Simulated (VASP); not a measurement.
# LaH3 (Fm-3m) in VASP: a series of runs

Runs on LaH3. Level: LDA. Tasks: single point.

All numbers are computed with VASP 6.6.1; they aren't measurements. Logs are shortened: lines on timing, memory, paths and dates and some standing lists are left out, and cuts for length are marked.

### 1 The crystal as given

Symmetry: Fm-3m, No. 225, cubic system. Conventional cell: a = 5.573 Å, b = 5.573 Å, c = 5.573 Å, α = 90.00°, β = 90.00°, γ = 90.00°. La (site symmetry m-3m) is surrounded by 8 H at 2.41 Å. Around H (site symmetry -43m) lie 4 La at 2.41 Å and 4 H at 2.41 Å. H (site symmetry m-3m) has 8 H at 2.41 Å as nearest neighbours.

The cell comes from a database or a generator and needn't be the stable form of this composition.

### 2 Single point, LDA

File INCAR:

```
PREC = Accurate
ENCUT = 250
EDIFF = 1E-6
ISMEAR = 0
SIGMA = 0.05
LREAL = F
LASPH = T
NELM = 100
ALGO = Normal
ISIF = 2
LWAVE = F
LCHARG = F
GGA = CA
NBANDS = 15
ADDGRID = F
```

File KPOINTS:

```
regular mesh
0
Gamma
  2 2 2
```

File POSCAR:

```
LaH3
1.0
    0.0000000000      2.7864794500      2.7864794500
    2.7864794500      0.0000000000      2.7864794500
    2.7864794500      2.7864794500      0.0000000000
La H
1 3
Direct
    0.0010720000     -0.0024160000     -0.0049440000
    0.2532360000      0.2274950000      0.2357170000
    0.7573300000      0.7385030000      0.7643790000
    0.4948670000      0.5128930000      0.4979460000
```

Potentials or basis: VASP PAW LDA potentials, release 64 (La, H).

Launch:

```
> cat potpaw_LDA.64/La/POTCAR potpaw_LDA.64/H/POTCAR > POTCAR
> mpirun -np 1 vasp_std > vasp.out
```

OUTCAR:

```text
PREC = Accurate
   ENCUT = 250
   EDIFF = 1E-6
   ISMEAR = 0
   LREAL = F
   LASPH = T
   NELM = 100
   ISIF = 2
   GGA = CA

 Found      8 irreducible k-points:

 Following reciprocal coordinates:
            Coordinates               Weight
  0.000000  0.000000  0.000000      1.000000
  0.500000  0.000000  0.000000      1.000000
  0.000000  0.500000  0.000000      1.000000
  0.000000  0.000000  0.500000      1.000000
  0.500000  0.500000  0.500000      1.000000
  0.500000  0.500000  0.000000      1.000000
   k-points           NKPTS =      8   k-points in BZ     NKDIM =      8   number of bands    NBANDS=     15
   number of dos      NEDOS =    301   number of ions     NIONS =      4
   total plane-waves  NPLWV =   8000
   dimension x,y,z NGX =    20 NGY =   20 NGZ =   20
   dimension x,y,z NGXF=    40 NGYF=   40 NGZF=   40
   ions per type =               1   3
   NGX,Y,Z   is equivalent  to a cutoff of   8.44,  8.44,  8.44 a.u.
   NGXF,Y,Z  is equivalent  to a cutoff of  16.87, 16.87, 16.87 a.u.
 SYSTEM =  unknown system
   PREC   = accura    normal or accurate (medium, high low for compatibility)
   ISTART =      0    job   : 0-new  1-cont  2-samecut
   ICHARG =      2    charge: 1-file 2-atom 10-const
   ISPIN  =      1    spin polarized calculation?
   LNONCOLLINEAR =      F non collinear calculations
   LSORBIT =      F    spin-orbit coupling
   LASPH  =      T    aspherical Exc in radial PAW
   ENCUT  =  250.0 eV  18.37 Ry    4.29 a.u.   5.08  5.08  5.08*2*pi/ulx,y,z
   NELM   =    100;   NELMIN=  2; NELMDL= -5     # of ELM steps
   EDIFF  = 0.1E-05   stopping-criterion for ELM
   LREAL  =      F    real-space projection
   EDIFFG = 0.1E-04   stopping-criterion for IOM
   NSW    =      0    number of steps for IOM
   IBRION =     -1    ionic relax: 0-MD 1-quasi-New 2-CG
   NFREE  =      0    steps in history (QN), initial steepest desc. (CG)
   ISIF   =      2    stress and relaxation
   ISYM   =      2    0-nonsym 1-usesym 2-fastsym
   POTIM  = 0.5000    time-step for ionic-motion
   TEBEG  =    0.0;   TEEND  =   0.0 temperature during run
   PSTRESS=    0.0 pullay stress
   NELECT =      14.0000    total number of electrons
   NUPDOWN=      -1.0000    fix difference up-down
   EMIN   =  10.00;   EMAX   =-10.00  energy-range for DOS
   EFERMI =   0.00;   METHOD = LEGACY
   ISMEAR =     0;   SIGMA  =   0.05  broadening in eV -4-tet -1-fermi 0-gaus
   EFERMI_NEDOS =   21; number of points for ismear=-14 and -15
   IALGO  =     38    algorithm
   IMIX   =      4    mixing-type and parameters
     AMIX     =   0.40;   BMIX     =  1.00
     AMIX_MAG =   1.60;   BMIX_MAG =  1.00
  volume/ion in A,a.u.               =      10.82        73.00
  Fermi-wavevector in a.u.,A,eV,Ry     =   1.123876  2.123817 17.185477  1.263097
  Thomas-Fermi vector in A             =   2.260545
   LORBIT       =      0    0 simple, 1 ext, 2 COOP (PROOUT), +10 PAW based schemes
   GGA     = CA    functional components
   LHFCALC =     F    Hartree Fock is set to
   AEXX    =    0.0000 exact exchange contribution
   IVDW    =     0    specifies the selected vdW correction
   LEPSILON=     F    determine dielectric tensor
   LRPA    =     F    only Hartree local field effects (RPA)
 non-spin polarized calculation
 Gauss-broadening in eV      SIGMA  =   0.05
  energy-cutoff  :      250.00
  volume of cell :       43.27
 maximum number of plane-waves:       392
   NGX = 11   NGY = 11   NGZ = 11

 number of electron      13.9999995 magnetization

 Free energy of the ion-electron system (eV)
  ---------------------------------------------------
  ext. energy  EPLUGINS =         0.00000000
  ---------------------------------------------------
  free energy    TOTEN  =       -17.41793710 eV

  energy without entropy =      -17.40395312  energy(sigma->0) =      -17.41094511

 E-fermi :   7.6435     XC(G=0): -10.2807

 val. band max:        5.6973282701   @ k =   0.5000   0.5000   0.5000
 cond. band min:       7.6696266756   @ k =   0.0000   0.5000   0.0000
 fundamental gap:      1.9722984055
 Fermi energy:         7.6434523145

 k-point     1 :       0.0000    0.0000    0.0000
  band No.  band energies     occupation
      1     -25.4637      2.00000
      2      -8.7997      2.00000
      3      -8.7932      2.00000
      4      -8.7663      2.00000
      5      -0.4047      2.00000
      6       4.8346      2.00000
      7       7.6818      0.27774
      8       7.8802      0.00000
      9       7.8894      0.00000
     10       8.3696      0.00000
     11       9.0151      0.00000
     12       9.0177      0.00000
     13       9.0213      0.00000
     14       9.6348      0.00000
     15       9.6599      0.00000

 k-point     2 :       0.5000    0.0000    0.0000
  band No.  band energies     occupation
      1     -25.3305      2.00000
      2     -10.0024      2.00000
      3      -8.9297      2.00000
      4      -8.9042      2.00000
      5       1.6502      2.00000
      6       3.6365      2.00000
      7       5.5820      2.00000
      8       7.6760      0.35750
      9       7.7038      0.08784
     10       9.0998      0.00000
     11       9.1165      0.00000
     12       9.5294      0.00000
     13       9.5429      0.00000
     14       9.5537      0.00000
     15       9.6726      0.00000

 k-point     3 :       0.0000    0.5000    0.0000
  band No.  band energies     occupation
      1     -25.3307      2.00000
      2     -10.0013      2.00000
      3      -8.9269      2.00000
      4      -8.9024      2.00000
      5       1.6204      2.00000
      6       3.6699      2.00000
      7       5.5565      2.00000
      8       7.6696      0.45910
      9       7.6991      0.11558
     10       9.1013      0.00000
     11       9.1169      0.00000
     12       9.5293      0.00000
     13       9.5416      0.00000
     14       9.5526      0.00000
     15       9.6756      0.00000

 k-point     4 :       0.0000    0.0000    0.5000
  band No.  band energies     occupation
      1     -25.3314      2.00000
      2      -9.9937      2.00000
      3      -8.9240      2.00000
      4      -8.9010      2.00000
      5       1.5853      2.00000
      6       3.6782      2.00000
      7       5.5146      2.00000
      8       7.6743      0.38366
      9       7.6919      0.17100
     10       9.1030      0.00000
     11       9.1167      0.00000
     12       9.5303      0.00000
     13       9.5395      0.00000
     14       9.5541      0.00000
     15       9.6805      0.00000

 k-point     5 :       0.5000    0.5000    0.5000
  band No.  band energies     occupation
      1     -25.3286      2.00000
      2     -10.0145      2.00000
      3      -8.9312      2.00000
      4      -8.9254      2.00000
      5       1.7747      2.00000
      6       3.5736      2.00000
      7       5.6973      2.00000
      8       7.7008      0.10479
      9       7.7151      0.04279
     10       9.1047      0.00000
     11       9.1092      0.00000
     12       9.5356      0.00000
     13       9.5477      0.00000
     14       9.5504      0.00000
     15       9.6503      0.00000

 k-point     6 :       0.5000    0.5000    0.0000
  band No.  band energies     occupation
      1     -25.2872      2.00000
      2      -9.9340      2.00000
      3      -9.1617      2.00000
      4      -9.1497      2.00000
      5       2.0527      2.00000
      6       2.1462      2.00000
      7       4.7295      2.00000
      8       9.0679      0.00000
      9       9.0841      0.00000
     10       9.2254      0.00000
     11       9.4551      0.00000
     12       9.4646      0.00000
     13       9.4729      0.00000
     14       9.7325      0.00000
     15      12.1190      0.00000

 [... further k-points ...]

------------------------ aborting loop because EDIFF is reached ----------------------------------------

  FORCE on cell =-STRESS in cart. coord.  units (eV):
  Direction    XX          YY          ZZ          XY          YZ          ZX
  --------------------------------------------------------------------------------------
  -------------------------------------------------------------------------------------
  Total       -0.3893546     -0.4789329     -0.6649795      0.2629173      0.1045000      0.0700027
  in kB      -14.4164503    -17.7332242    -24.6218843      9.7349163      3.8692734      2.5919585
  external PRESSURE =     -18.9238529 kB  Pullay stress =       0.0000000 kB

 VOLUME and BASIS-vectors are now :
 -----------------------------------------------------------------------------
  energy-cutoff  :      250.00
  volume of cell :       43.27
      direct lattice vectors                 reciprocal lattice vectors
     0.000000000  2.786479450  2.786479450    -0.179437892  0.179437892  0.179437892
     2.786479450  0.000000000  2.786479450     0.179437892 -0.179437892  0.179437892
     2.786479450  2.786479450  0.000000000     0.179437892  0.179437892 -0.179437892

 POSITION                                       TOTAL-FORCE (eV/Angst)
 -----------------------------------------------------------------------------------
      5.55245      2.77569      2.78273        -0.065176     -0.035976     -0.019536
      1.29073      1.36246      1.33955         0.230348      0.138947      0.120323
      4.18775      4.24021      4.16811        -0.104776     -0.155422     -0.046454
      2.81668      2.76645      2.80810        -0.060396      0.052451     -0.054333
 -----------------------------------------------------------------------------------
    total drift:                               -0.000531     -0.000317     -0.000125

  FREE ENERGIE OF THE ION-ELECTRON SYSTEM (eV)
  ---------------------------------------------------
  free  energy   TOTEN  =       -17.4179370982 eV

  energy  without entropy=      -17.4039531239  energy(sigma->0) =      -17.41094511
```

Wall time 6.6 s (1 thread of Intel Xeon Platinum 8488C (Sapphire Rapids), shared host); peak memory 0.11 GiB.

The run converged, but some of its settings lie outside the range that counts as converged, so its numbers aren't taken as properties of the crystal.

What came out:

```
Free energy            : -17.4179 eV
Largest force          : 0.295 eV/Å
Band gap on the k mesh : none (metal or under the smearing width)
```

Caveat: the k mesh is coarse (spacing up to 0.98 Å⁻¹), so the values aren't converged; the cutoff is under 1.25 times the usual one of these potentials, so pressure, stress and relaxed cells hold a basis-set (Pulay) error.

### 3 Single point, LDA

INCAR, as its differences from that of step 2:

```diff
@@ -1,3 +1,3 @@
 PREC = Accurate
-ENCUT = 250
+ENCUT = 300
 EDIFF = 1E-6
```

KPOINTS is that of step 2.

File POSCAR:

```
LaH3
1.0
    0.0000000000      2.7864794500      2.7864794500
    2.7864794500      0.0000000000      2.7864794500
    2.7864794500      2.7864794500      0.0000000000
La H
1 3
Direct
    0.0000000000      0.0000000000      0.0000000000
    0.2500000000      0.2500000000      0.2500000000
    0.7500000000      0.7500000000      0.7500000000
    0.5000000000      0.5000000000      0.5000000000
```

Potentials or basis: VASP PAW LDA potentials, release 64 (La, H).

Launch:

```
> cat potpaw_LDA.64/La/POTCAR potpaw_LDA.64/H/POTCAR > POTCAR
> mpirun -np 1 vasp_std > vasp.out
```

OUTCAR:

```text
PREC = Accurate
   ENCUT = 300
   EDIFF = 1E-6
   ISMEAR = 0
   LREAL = F
   LASPH = T
   NELM = 100
   ISIF = 2
   GGA = CA

 Found      3 irreducible k-points:

 Following reciprocal coordinates:
            Coordinates               Weight
  0.000000  0.000000  0.000000      1.000000
  0.500000  0.000000  0.000000      4.000000
  0.500000  0.500000  0.000000      3.000000
   k-points           NKPTS =      3   k-points in BZ     NKDIM =      3   number of bands    NBANDS=     15
[... 130 lines left out ...]
  FORCE on cell =-STRESS in cart. coord.  units (eV):
  Direction    XX          YY          ZZ          XY          YZ          ZX
  --------------------------------------------------------------------------------------
  -------------------------------------------------------------------------------------
  Total       -0.3550042     -0.3550042     -0.3550042      0.0000000      0.0000000     -0.0000000
  in kB      -13.1445751    -13.1445751    -13.1445751      0.0000000      0.0000000     -0.0000000
  external PRESSURE =     -13.1445751 kB  Pullay stress =       0.0000000 kB

 VOLUME and BASIS-vectors are now :
 -----------------------------------------------------------------------------
  energy-cutoff  :      300.00
  volume of cell :       43.27
      direct lattice vectors                 reciprocal lattice vectors
     0.000000000  2.786479450  2.786479450    -0.179437892  0.179437892  0.179437892
     2.786479450  0.000000000  2.786479450     0.179437892 -0.179437892  0.179437892
     2.786479450  2.786479450  0.000000000     0.179437892  0.179437892 -0.179437892

 POSITION                                       TOTAL-FORCE (eV/Angst)
 -----------------------------------------------------------------------------------
      0.00000      0.00000      0.00000        -0.000000      0.000000     -0.000000
      1.39324      1.39324      1.39324        -0.000000     -0.000000     -0.000000
      4.17972      4.17972      4.17972         0.000000      0.000000      0.000000
      2.78648      2.78648      2.78648        -0.000000      0.000000     -0.000000
 -----------------------------------------------------------------------------------
    total drift:                               -0.000000     -0.000000     -0.000000

  FREE ENERGIE OF THE ION-ELECTRON SYSTEM (eV)
  ---------------------------------------------------
  free  energy   TOTEN  =       -17.4727249912 eV

  energy  without entropy=      -17.4581689485  energy(sigma->0) =      -17.46544697
```

OSZICAR:

```text
N       E                     dE             d eps       ncg     rms          rms(c)
DAV:   1     0.764111674544E+02    0.76411E+02   -0.36654E+03    90   0.781E+02
DAV:   2    -0.124363328387E+02   -0.88848E+02   -0.81993E+02   106   0.155E+02
DAV:   3    -0.179642907666E+02   -0.55280E+01   -0.53762E+01   134   0.603E+01
DAV:   4    -0.182879947405E+02   -0.32370E+00   -0.32338E+00   151   0.116E+01
DAV:   5    -0.182932405137E+02   -0.52458E-02   -0.52442E-02   134   0.110E+00    0.589E+00
DAV:   6    -0.176170006436E+02    0.67624E+00   -0.17260E+00   135   0.595E+00    0.242E+00
DAV:   7    -0.174917244868E+02    0.12528E+00   -0.15283E-01   106   0.213E+00    0.111E+00
DAV:   8    -0.174730154099E+02    0.18709E-01   -0.68048E-02   128   0.134E+00    0.334E-01
DAV:   9    -0.174729862730E+02    0.29137E-04   -0.67403E-03   113   0.421E-01    0.804E-02
DAV:  10    -0.174727358412E+02    0.25043E-03   -0.95365E-04   141   0.203E-01    0.225E-02
DAV:  11    -0.174727261174E+02    0.97238E-05   -0.76091E-05   135   0.494E-02    0.999E-03
DAV:  12    -0.174727249575E+02    0.11599E-05   -0.61448E-06   126   0.183E-02    0.180E-03
DAV:  13    -0.174727249912E+02   -0.33779E-07   -0.21914E-07    66   0.363E-03
   1 F= -.17472725E+02 E0= -.17465447E+02  d E =-.145560E-01
```

It took 6 s on 1 thread of Intel Xeon Platinum 8488C (Sapphire Rapids), shared host; peak memory 0.13 GiB.

The run converged, but some of its settings lie outside the range that counts as converged, so its numbers aren't taken as properties of the crystal.

Results:

* Free energy: -17.4727 eV
* Pressure: -1.3 GPa
* Band gap on the k mesh: none (metal or under the smearing width)

Caveat: the k mesh is coarse (spacing up to 0.98 Å⁻¹), so the values aren't converged; the cutoff is under 1.25 times the usual one of these potentials, so pressure, stress and relaxed cells hold a basis-set (Pulay) error.

### 4 Single point, LDA

INCAR is that of step 3.

KPOINTS is that of step 3.

File POSCAR:

```
LaH3
1.0
    0.0000000000      2.7864794500      2.7864794500
    2.7864794500      0.0000000000      2.7864794500
    2.7864794500      2.7864794500      0.0000000000
La H
1 3
Direct
    0.0010720000     -0.0024160000     -0.0049440000
    0.2532360000      0.2274950000      0.2357170000
    0.7573300000      0.7385030000      0.7643790000
    0.4948670000      0.5128930000      0.4979460000
```

Launch:

```
> cat potpaw_LDA.64/La/POTCAR potpaw_LDA.64/H/POTCAR > POTCAR
> mpirun -np 1 vasp_std > vasp.out
```

It took 7.1 s on 1 thread of Intel Xeon Platinum 8488C (Sapphire Rapids), shared host; peak memory 0.12 GiB.

These settings aren't checked as converged: the numbers below hold their error.

Results:

| Item | Value |
| --- | --- |
| Free energy | -17.4462 eV |
| Pressure | -1.1 GPa |
| Largest force | 0.274 eV/Å |
| Band gap on the k mesh | none (metal or under the smearing width) |

Caveat: the k mesh is coarse (spacing up to 0.98 Å⁻¹), so the values aren't converged; the cutoff is under 1.25 times the usual one of these potentials, so pressure, stress and relaxed cells hold a basis-set (Pulay) error.

### 5 Single point, LDA

INCAR, as its differences from that of step 4:

```diff
@@ -1,3 +1,3 @@
 PREC = Accurate
-ENCUT = 300
+ENCUT = 400
 EDIFF = 1E-6
```

KPOINTS is that of step 4.

File POSCAR:

```
LaH3
1.0
    0.0000000000      2.7864794500      2.7864794500
    2.7864794500      0.0000000000      2.7864794500
    2.7864794500      2.7864794500      0.0000000000
La H
1 3
Direct
    0.0000000000      0.0000000000      0.0000000000
    0.2500000000      0.2500000000      0.2500000000
    0.7500000000      0.7500000000      0.7500000000
    0.5000000000      0.5000000000      0.5000000000
```

Launch:

```
> cat potpaw_LDA.64/La/POTCAR potpaw_LDA.64/H/POTCAR > POTCAR
> mpirun -np 1 vasp_std > vasp.out
```

Wall time 7.1 s (1 thread of Intel Xeon Platinum 8488C (Sapphire Rapids), shared host); peak memory 0.14 GiB.

These settings aren't checked as converged: the numbers below hold their error.

What came out:

```
Free energy            : -17.5136 eV
Pressure               : -0.2 GPa
Band gap on the k mesh : none (metal or under the smearing width)
```

Caveat: the k mesh is coarse (spacing up to 0.98 Å⁻¹), so the values aren't converged.

### 6 Single point, LDA

INCAR is that of step 5.

KPOINTS is that of step 5.

File POSCAR:

```
LaH3
1.0
    0.0000000000      2.7864794500      2.7864794500
    2.7864794500      0.0000000000      2.7864794500
    2.7864794500      2.7864794500      0.0000000000
La H
1 3
Direct
    0.0010720000     -0.0024160000     -0.0049440000
    0.2532360000      0.2274950000      0.2357170000
    0.7573300000      0.7385030000      0.7643790000
    0.4948670000      0.5128930000      0.4979460000
```

Potentials or basis: VASP PAW LDA potentials, release 64 (La, H).

Launch:

```
> cat potpaw_LDA.64/La/POTCAR potpaw_LDA.64/H/POTCAR > POTCAR
> mpirun -np 1 vasp_std > vasp.out
```

It used 4.7 s of CPU time on 1 thread of Intel(R) Xeon(R) Platinum 8488C (Sapphire Rapids) (shared host), which was overloaded at the time.

The run converged, but some of its settings lie outside the range that counts as converged, so its numbers aren't taken as properties of the crystal.

What came out:

- Free energy: -17.4874 eV
- Pressure: 0.1 GPa
- Largest force: 0.263 eV/Å
- Band gap on the k mesh: none (metal or under the smearing width)

Caveat: the k mesh is coarse (spacing up to 0.98 Å⁻¹), so the values aren't converged.
